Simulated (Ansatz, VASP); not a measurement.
**Cross-check of InSe between VASP and Ansatz**

One calculation is typed for both programs; each brings its own data sets. How far apart do they land? The cell is taken from a series of runs on this material, whose earlier steps may have relaxed, scaled, displaced or heated it; both programs get it as it stands.

Main program and level: Ansatz 0.2.0; plane waves, with VASP 6.6.1 beside it; single point at HSE06.

## (1) The structure

The structure is trigonal, space group R3m (No. 160). Conventional cell: a = 4.045 Å, b = 4.045 Å, c = 26.026 Å, α = 90.00°, β = 90.00°, γ = 120.00°. In has 3 Se at 2.65 Å and 1 In at 2.80 Å nearest. Nearest to In lie 3 Se at 2.65 Å and 1 In at 2.80 Å. Nearest to Se lie 3 In at 2.65 Å. Nearest to Se lie 3 In at 2.65 Å. Farther neighbours and most contacts between anions are not listed.

## (2) Ansatz: single point, HSE06

Ansatz runs on its default PAW (the set named soft_2) files.

A single point gives forces, pressure and levels at one fixed geometry, so differences don't come from the geometry; what else differs is listed under the comparison.

File input.yaml:

```yaml
crystal:
  lattice:
    - [2.0226939489, 1.1678028959, 8.6753663228]
    - [-2.0226939489, 1.1678028959, 8.6753663228]
    - [0.0, -2.3356057918, 8.6753663228]
  atoms:
    - { symbol: In, position: [0.0019069871, 0.0019069871, 0.0019069871] }
    - { symbol: In, position: [0.1094202754, 0.1094202754, 0.1094202754] }
    - { symbol: Se, position: [0.6202888209, 0.6202888209, 0.6202888209] }
    - { symbol: Se, position: [0.8243839166, 0.8243839166, 0.8243839166] }
kpoints:
  mp_grid: { grid: [4, 4, 4] }
  band_path:
    path:
      - [0.0, 0.0, 0.0]
      - [-0.5, -0.5, -0.5]
      - [-0.5, -0.17914517, -0.82085483]
      - [-0.17914517, 0.17914517, -0.5]
      - [0.0, 0.0, -0.5]
      - [0.0, 0.33957259, -0.33957259]
      - [-0.33957259, 0.0, -0.66042741]
      - [-0.5, 0.0, -0.5]
    npoints: 1
hamiltonian:
  xc: hse06
scf:
  occupations: { method: fixed }
  n_extra_bands: 5
output:
  eigenvalues: true
  write_density: true
  write_potential: true
  elf: true
  volumetric_format: npy
```

On the command line:

```bash
> ansatz run input.yaml --threads 3 --pin off --max-ram 92160MiB --backend cuda --events-out ev --progress --plain --runs-dir out --devices 1 --max-vram 13GiB
```

Numbers of over 12 decimals in the logs are rounded to 6 here.

The program printed:

```text
basis.fft_grid_basis auto: the FFT boxes are laid along the combinations [[1, -1, 0], [0, 1, 0], [0, -1, 1]] of the cell's own vectors, 4.045, 8.984 and 4.045 Å long. The dense box has 30×64×30 points. Along the cell's own vectors, as sized, it would have 64×64×64, 4.55 times as many. Of the 6 symmetry operations that the crystal satisfies within crystal.symmetry.tolerance (time reversal apart; of a slab, those that  [...]
scf.n_extra_bands = 5 over 29 filled bands (N_el = 58.0): the run solves 34 bands
GPUs: using 1 of 1 available (devices: 1).
Engine: ansatz 0.2.0, x86_64-unknown-linux-gnu
Pseudopotentials: kind: paw
Pseudopotential: In, paw, valence charge 13, recommended cutoff 420 eV (normal), In.paw.azcp
Pseudopotential: Se, paw, valence charge 16, recommended cutoff 420 eV (normal), Se.paw.azcp
Functional definition: HSE06
  parameter a = 0.25
  parameter omega = 0.11/bohr
  exchange = pbe_x - a*pbe_x_sr(omega) + a*exact_x_sr(omega)
  correlation = pbe_c
davidson cushion auto → on  (no smearing: the cushion is to keep the highest requested band from converging to the state above it; pin scf.eigensolver.cushion to override)
device memory: the entry about to start is reckoned to put 1.7 GiB on a device that reports 47.1 GiB free (of which the cap on the GPU budget leaves the run 13.0 GiB)
GPU FFT provider: cuFFT
GPU libraries: cuBLAS 13.8.2, cuFFT 12.4.0, cuSOLVER 12.3.4
Crystal: 4 atoms, lattice volume = 122.953 Å³
Basis set: ecut = 420 eV, 2411 PW (Γ), FFT grids on a1−a2, a2, −a2+a3
Bands: 34, of which v1, the nominal top of the filled ones, is band 29 counted from 1 (28 counted from 0)
Symmetry: 6 space group operations
Space group: R3m (ITA 160), of the structure as read, at distance tolerance 5.0e-5 Å
k-points: 13 of 64 (time reversal used)
Non-local potential: In, projectors of the file, l = 0: 2, l = 1: 2, l = 2: 2, l = 3: 2
Non-local potential: Se, projectors of the file, l = 0: 2, l = 1: 2, l = 2: 3, l = 3: 1
PAW form: soft (Blöchl's): semilocal exchange-correlation on the pseudo side does not see the compensation charge
PAW frozen core: In, regenerated for the run's functional, and the local potential with it (the file was generated under x = pbe(κ = 0.804, μ = 0.219515), c = pbe(β = 0.066725))
PAW frozen core: Se, regenerated for the run's functional, and the local potential with it (the file was generated under x = pbe(κ = 0.804, μ = 0.219515), c = pbe(β = 0.066725))
PAW one-centre angular grid: In, 590 points (default); XC on 64 Gauss nodes
PAW one-centre angular grid: Se, 590 points (default); XC on 64 Gauss nodes
Initial density: superposition of atomic densities (neutral atoms: chi_scale 0, normalization atom), corrected by the library's trained network
Initial wavefunctions: pseudopotential atomic-orbital guess
GPU buffer pool allocated for 57600 grid points (all kernels)
GPU transforms: local potential and band sums: pruned to the plane-wave sphere, on 27×64×27
Functional: x = pbe(κ = 0.804, μ = 0.219515), c = pbe(β = 0.066725), warm-up for x = pbe(κ = 0.804, μ = 0.219515) + 0.25 (exact − pbe) at short range (hse, ω = 0.207870 Å⁻¹), c = pbe(β = 0.066725); HSE06 as pw.x's `hse` composes it (authors' and Libxc's form: `xc: wpbeh`)
SCF iter   1: F=—  HF=-22135.851381 eV  |F-HF|=—  |Δ(HF+E_count)|=         —  Δρ=1.28e-3  dr2=3.53e-3  ethr=1.77e-3  ⟨swp⟩=6.3  Hψ=1843  notcnv=0
preconditioner: auto → none  [insulator: Δε(μ)=0.488 eV  Ē_g=13.517 eV  n_scr=30 (ndim 8)  ℏωp=20.6 eV  f_vac=0.126]
SCF iter   2: F=—  HF=-22135.852780 eV  |F-HF|=—  |Δ(HF+E_count)|=   1.40e-3  Δρ=8.58e-4  dr2=5.34e-3  ethr=6.08e-6  ⟨swp⟩=5.3  Hψ=1689  notcnv=0  defer=1
SCF iter   3: F=—  HF=-22135.851922 eV  |F-HF|=—  |Δ(HF+E_count)|=   8.58e-4  Δρ=3.10e-4  dr2=4.59e-4  ethr=6.08e-6  ⟨swp⟩=4.0  Hψ=1128  notcnv=0
iter 4 solved again at ethr=3.97e-8 eV; its pass at ethr=7.92e-7 eV (dr2=2.30e-5 eV) is discarded
SCF iter   4: F=—  HF=-22135.851941 eV  |F-HF|=—  |Δ(HF+E_count)|=   1.91e-5  Δρ=1.44e-4  dr2=2.55e-5  ethr=3.97e-8  ⟨swp⟩=4.1  Hψ=2340  notcnv=0  defer=1
SCF iter   5: F=-22135.851976 eV  HF=-22135.851976 eV  |F-HF|=4.69e-7  |Δ(HF+E_count)|=   3.52e-5  Δρ=6.62e-5  dr2=9.26e-6  ethr=3.97e-8  ⟨swp⟩=4.2  Hψ=1179  notcnv=0  defer=1
SCF 1 stopped early in 5 iterations: F = -22135.851976 eV  dr2 = 9.26e-6
  greatest PAW one-centre occupation: 1.000 electrons in one spin orbital (limit 2), on the Se atom at site 2 (counted from 0), in its partial waves of l = 2
device memory: the entry about to start is reckoned to put 2.3 GiB on a device that reports 47.0 GiB free (of which the cap on the GPU budget leaves the run 13.0 GiB)
GPU FFT provider: cuFFT
GPU libraries: cuBLAS 13.8.2, cuFFT 12.4.0, cuSOLVER 12.3.4
Initial density: handed on by an earlier stage of this run
Initial wavefunctions: those handed on with the density
GPU buffer pool allocated for 57600 grid points (all kernels)
GPU transforms: local potential and band sums: pruned to the plane-wave sphere, on 27×64×27
Functional: x = pbe(κ = 0.804, μ = 0.219515) + 0.25 (exact − pbe) at short range (hse, ω = 0.207870 Å⁻¹), c = pbe(β = 0.066725); HSE06 as pw.x's `hse` composes it (authors' and Libxc's form: `xc: wpbeh`)
Exchange kernel: α = 0.2500, screened, ω = 0.2079 Å⁻¹, Wigner–Seitz truncation, v(0) = 1036.7831 eV·Å³, q-mesh 4×4×4, nearest image of the exchange supercell L = 16.18 Å, pair-density grid 24×60×24, without the augmentation charges, whose exchange is taken in its separable form by FFT convolution over the k-point mesh (the finest that the files' search goes to), smooth part of the exact exchange by density-matrix convolution in up to 3.69 GiB of GPU memory as planned if the GPU has room (build and FFT work areas not counted)
Frozen-core exchange: fock
SCF iter   1: F=—  HF=-22146.897253 eV  |F-HF|=—  |Δ(HF+E_count)|=         —  Δρ=5.22e-3  dr2=3.80e-2  ethr=1.60e-7  ⟨swp⟩=9.0  Hψ=2685  notcnv=0
preconditioner: auto → none  [insulator: Δε(μ)=1.167 eV  Ē_g=15.458 eV  n_scr=30 (ndim 8)  ℏωp=20.6 eV  f_vac=0.124]
SCF iter   2: F=—  HF=-22146.886724 eV  |F-HF|=—  |Δ(HF+E_count)|=   1.05e-2  Δρ=2.79e-3  dr2=3.06e-2  ethr=1.60e-7  ⟨swp⟩=7.5  Hψ=2219  notcnv=0  defer=2
SCF iter   3: F=—  HF=-22146.882502 eV  |F-HF|=—  |Δ(HF+E_count)|=   4.22e-3  Δρ=1.36e-3  dr2=8.59e-3  ethr=1.60e-7  ⟨swp⟩=7.5  Hψ=2205  notcnv=0  defer=2
SCF iter   4: F=—  HF=-22146.896860 eV  |F-HF|=—  |Δ(HF+E_count)|=   1.44e-2  Δρ=1.41e-3  dr2=3.55e-3  ethr=1.60e-7  ⟨swp⟩=5.1  Hψ=1957  notcnv=0
SCF iter   5: F=—  HF=-22146.896202 eV  |F-HF|=—  |Δ(HF+E_count)|=   6.58e-4  Δρ=6.93e-4  dr2=7.46e-4  ethr=1.60e-7  ⟨swp⟩=4.7  Hψ=1498  notcnv=0
SCF iter   6: F=—  HF=-22146.896059 eV  |F-HF|=—  |Δ(HF+E_count)|=   1.43e-4  Δρ=1.57e-4  dr2=7.96e-5  ethr=1.60e-7  ⟨swp⟩=3.9  Hψ=1439  notcnv=0
SCF iter   7: F=—  HF=-22146.896469 eV  |F-HF|=—  |Δ(HF+E_count)|=   4.10e-4  Δρ=1.41e-4  dr2=1.05e-4  ethr=5.05e-8  ⟨swp⟩=4.8  Hψ=1489  notcnv=0
SCF iter   8: F=-22146.896445 eV  HF=-22146.896446 eV  |F-HF|=1.33e-6  |Δ(HF+E_count)|=   2.25e-5  Δρ=1.74e-5  dr2=3.33e-6  ethr=5.05e-8  ⟨swp⟩=4.0  Hψ=1196  notcnv=0
SCF 2 stopped early in 8 iterations: F = -22146.896445 eV  dr2 = 3.33e-6
  greatest PAW one-centre occupation: 1.000 electrons in one spin orbital (limit 2), on the Se atom at site 3 (counted from 0), in its partial waves of l = 2
hybrid outer 1: dexx = +1.733e-2 eV, tail = 1.04e-4 eV
GPU FFT provider: cuFFT
GPU libraries: cuBLAS 13.8.2, cuFFT 12.4.0, cuSOLVER 12.3.4
GPU buffer pool allocated for 57600 grid points (all kernels)
GPU transforms: local potential and band sums: pruned to the plane-wave sphere, on 27×64×27
Exchange kernel: α = 0.2500, screened, ω = 0.2079 Å⁻¹, Wigner–Seitz truncation, v(0) = 1036.7831 eV·Å³, q-mesh 4×4×4, nearest image of the exchange supercell L = 16.18 Å, pair-density grid 24×60×24, without the augmentation charges, whose exchange is taken in its separable form by FFT convolution over the k-point mesh (the finest that the files' search goes to), smooth part of the exact exchange by density-matrix convolution in up to 3.69 GiB of GPU memory as planned if the GPU has room (build and FFT work areas not counted)
Frozen-core exchange: fock
SCF iter   1: F=—  HF=-22146.896567 eV  |F-HF|=—  |Δ(HF+E_count)|=         —  Δρ=5.64e-5  dr2=7.19e-6  ethr=8.94e-7  ⟨swp⟩=2.7  Hψ=985  notcnv=0
preconditioner: auto → none  [insulator: Δε(μ)=1.229 eV  Ē_g=15.444 eV  n_scr=30 (ndim 8)  ℏωp=20.6 eV  f_vac=0.125]
iter 2 solved again at ethr=8.02e-10 eV; its pass at ethr=1.02e-8 eV (dr2=4.65e-7 eV) is discarded
SCF iter   2: F=—  HF=-22146.896568 eV  |F-HF|=—  |Δ(HF+E_count)|=   9.35e-7  Δρ=2.63e-5  dr2=5.86e-7  ethr=8.02e-10  ⟨swp⟩=2.0  Hψ=2599  notcnv=0
SCF iter   3: F=—  HF=-22146.896568 eV  |F-HF|=—  |Δ(HF+E_count)|=   7.09e-7  Δρ=1.49e-5  dr2=1.97e-7  ethr=8.02e-10  ⟨swp⟩=4.2  Hψ=1326  notcnv=0
SCF iter   4: F=-22146.896568 eV  HF=-22146.896568 eV  |F-HF|=4.45e-9  |Δ(HF+E_count)|=   3.19e-8  Δρ=4.17e-6  dr2=1.34e-8  ethr=3.05e-10  ⟨swp⟩=3.0  Hψ=1002  notcnv=0
SCF 3 converged in 4 iterations: F = -22146.896568 eV  dr2 = 1.34e-8
hybrid outer 2: dexx = +1.020e-6 eV, tail = 6.82e-8 eV, Δε = 1.85e-3 eV (about 8.94e-5 eV left of the loop's levels)
device memory: the entry about to start is reckoned to put 0.6 GiB on a device that reports 54.7 GiB free (of which the cap on the GPU budget leaves the run 13.0 GiB)
NSCF: frozen V_eff on 8 k-points
hybrid SCF converged: 2 outer / 12 inner (+5 warm-up), last move |dexx| = 1.02e-6 eV, tail = 6.82e-8 eV
Stability not checked: this state was not tested for a lower state beside it, because the functional holds exact exchange (a hybrid, or Hartree-Fock), whose exchange loop this test does not read (fock_operator; see scf.lower_state_search)
Free energy (F): -22146.896568 eV
Frozen-core exchange: fock
Harris-Foulkes:  -22146.896568 eV  (|F-HF|=4.45e-9)
Internal energy: -22146.896568 eV  (E = F + TS)
E sigma→0 (E₀):  -22146.896568 eV
Fermi energy:    6.154817 eV
--- Per-component energies (eV) ---
  E_band       = -1090.399114
  E_kinetic    = 721.269147
  E_local      = -8163.426898  (includes V_loc(G=0)·N_el)
  E_nonlocal   = -457.782259
  E_hartree    = 3760.652509
  E_xc         = -508.413695
  E_vxc        = -314.878602  (∫ρ·V_xc dr)
  E_exx        = -201.149974  (= α·E_x^exact, valence–valence)
  E_paw        = -12071.299387  (= ΣΔE_a)
  E_vpaw       = 5.417779  (= ΣTr[D̂ρ^β])
  E_aug_tail   = -0.001159  (compensation charges beyond the density's cutoff)
  E_ewald      = -5225.625351
  E_core_change = -1.119502  (= ΣΔE_core)
  E_smearing   = -0.000000  (= −TS)
  E_closure    = -0.000000  (closes the sum)
  Σ components = -22146.896568   (vs F -22146.896568, Δ=-3.64e-12)
--- Band table (eV; the first three rows and the last of 13) ---
  k-point 0: bands = [... 25 lower, 4.8228, 4.8418, 4.8418, 4.8676, 8.4107, 9.0080, 11.3440, 11.3440, ... 1 higher]
  k-point 1: bands = [... 25 lower, 3.9499, 4.2107, 4.2706, 5.2353, 8.9329, 9.1627, 11.1303, 11.2552, ... 1 higher]
  k-point 2: bands = [... 25 lower, 3.7461, 3.7597, 3.7834, 4.4714, 8.1460, 8.8632, 10.6641, 10.9354, ... 1 higher]
  k-point 12: bands = [... 25 lower, 4.7414, 4.9274, 4.9274, 6.1548, 7.3843, 9.0716, 11.2855, 11.2855, ... 1 higher]
```

Reading the cycles: dr2 is the Hartree energy of the density residual (eV), the measure of convergence; HF is the Harris–Foulkes estimate of the energy, which meets the free energy F at convergence.

[end of part 1 of 2]

[Lines on the potential files, build, host, timing and source positions are cut from VASP's logs without a mark.]

[Logs are printed without paths, hosts, clocks, repeated set-up lines and the standing remarks that a program may print on its own settings, such as how far it seeks lower states.]

[Hosts, paths, dates, database ids (printed as entryN), source tags and the programs' standing remarks are cut or masked in the printed files.]
